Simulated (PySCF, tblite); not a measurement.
# C₆H₈N+: geometry, infrared bands, NMR shifts, spin-spin couplings and electronic excitations

Wanted: the infrared bands, NMR shifts, spin-spin couplings and electronic excitations of C₆H₈N+ (`[NH3+]c1ccccc1`), by calculation.

Computed with tblite 0.8.0 and PySCF 2.14.0, with density-fitted response routines of our own, on a single molecule in the gas phase. Atoms are numbered from 0 throughout.

## (1) The starting structure

15 atoms, charge 1, multiplicity 1; geometry from: force field or distance geometry start.

Bonds of the start (Å): N0–C1 1.48, C1–C2 1.39, C2–C3 1.38, C3–C4 1.38, C4–C5 1.39, C5–C6 1.38, C6–C1 1.39, N0–H7 1.03, N0–H8 1.03, N0–H9 1.04, C2–H10 1.09, C3–H11 1.08, C4–H12 1.07, C5–H13 1.08, C6–H14 1.09.

## (2) Optimising the geometry with GFN2-xTB

What the job is given:

```
{"job": {"kind": "relax", "xc": "GFN2-xTB", "basis": "xTB"}, "charge": 1, "multiplicity": 1}
N     -2.162900    -0.099800     0.234200
C     -0.698500    -0.027100     0.063600
C     -0.007200    -1.150700    -0.379000
C      1.359700    -1.071000    -0.540600
C      2.033400     0.090600    -0.218900
C      1.334800     1.202800     0.222300
C     -0.035100     1.150200     0.375300
H     -2.632900     0.531600    -0.433800
H     -2.489000    -1.064500     0.074400
H     -2.450500     0.193500     1.187900
H     -0.546600    -2.060800    -0.621100
H      1.896800    -1.943900    -0.886200
H      3.100000     0.141100    -0.331800
H      1.869500     2.114200     0.455900
H     -0.584500     2.017900     0.732000
```

The run is started by

```sh
$ OMP_NUM_THREADS=1 python probes_run.py task.json out
```

One launch serves the whole session: the jobs run in the order shown.

**Question.** This job is followed by: GFN2-xTB harmonic vibrations, gas phase; PBE0-D3(BJ)/def2-SVP geometry optimisation, gas phase; GIAO PBE0/pcSseg-1 NMR shielding, non-relativistic, gas phase; B3LYP/pcJ-1 indirect spin-spin coupling, non-relativistic, gas phase; TDDFT CAM-B3LYP/def2-SVPD, vertical, gas phase, core orbitals frozen in the response; GIAO WP04/pcSseg-2 NMR shielding, non-relativistic, gas phase. Predict these results of the whole session: strongest single infrared mode (GFN2-xTB); zero-point energy (GFN2-xTB); point group; rotational constants (main isotopes); 13C shifts against TMS (PBE0/pcSseg-1, means over atoms taken as alike); 1H shifts against TMS (PBE0/pcSseg-1, means over atoms taken as alike); 15N shifts against NH3 (PBE0/pcSseg-1); largest coupling of the table (B3LYP/pcJ-1); lowest singlet (CAM-B3LYP/def2-SVPD); brightest single state of those computed; lowest triplet; vertical ionisation energy (ΔSCF); vertical electron affinity (ΔSCF); range of the shift of N0.

As calculated:

```
                                                               quantity                           value
                              strongest single infrared mode (GFN2-xTB)           1354 cm⁻¹, 249 km/mol
                                           zero-point energy (GFN2-xTB)                   78.4 kcal/mol
                                                            point group                              C1
                                   rotational constants (main isotopes)            5.46, 2.49, 1.72 GHz
13C shifts against TMS (PBE0/pcSseg-1, means over atoms taken as alike)  143.9, 140.8, 125.8, 125.1 ppm
 1H shifts against TMS (PBE0/pcSseg-1, means over atoms taken as alike)      8.42, 8.28, 7.60, 6.00 ppm
                                 15N shifts against NH3 (PBE0/pcSseg-1)                        70.5 ppm
                            largest coupling of the table (B3LYP/pcJ-1)        1J(C,H) C3–H11, 180.0 Hz
                                   lowest singlet (CAM-B3LYP/def2-SVPD)     5.50 eV (225 nm), f = 0.005
                               brightest single state of those computed     state 5, 7.09 eV, f = 0.562
                                                         lowest triplet                         4.11 eV
                                      vertical ionisation energy (ΔSCF)                        13.85 eV
                                      vertical electron affinity (ΔSCF)                         3.33 eV
                                               range of the shift of N0                61.1 to 70.5 ppm
```

In words: Relaxing lowered the energy by 0.014 eV in 13 steps; the close pair that moved most is N0–C1, from 1.476 to 1.488 Å (GFN2-xTB). No mode is imaginary among the 39: a minimum at this level. The strongest single mode, at 1354 cm⁻¹, moves mainly H8, H9 and H7. Unscaled tight-binding wavenumbers are off by several per cent, some by more. Its intensities can rank the bands wrongly. Relaxing lowered the energy by 0.038 eV in 4 steps; the close pair that moved most is C6–H14, from 1.079 to 1.093 Å (PBE0/def2-SVP). No frequency check was run at this level, so the end point may be a saddle. NICS(1)zz of -29 ppm above the planar ring from C1 marks a diatropic (aromatic) ring current. In the run at B3LYP/pcJ-1, the largest coupling of the table is C3–H11 (mean over like pairs), 180.0 Hz, of which the Fermi-contact term gives 179.2 Hz. The first singlet state (HOMO→LUMO+1 0.41, HOMO−1→LUMO+2 0.31) lies at 5.50 eV and is weak; of the 10 states computed, the strongest absorption comes from states 5 to 6 together at 7.09 eV. The lowest triplet lies 1.39 eV below the lowest singlet (triplets in Tamm-Dancoff, singlets in full TDDFT). The orbital energy would give 13.06 eV for ionisation, ΔSCF gives 13.85 eV. Across the 2 runs the shift of N0 moves most, between 61.1 (WP04/pcSseg-2) and 70.5 ppm (PBE0/pcSseg-1).
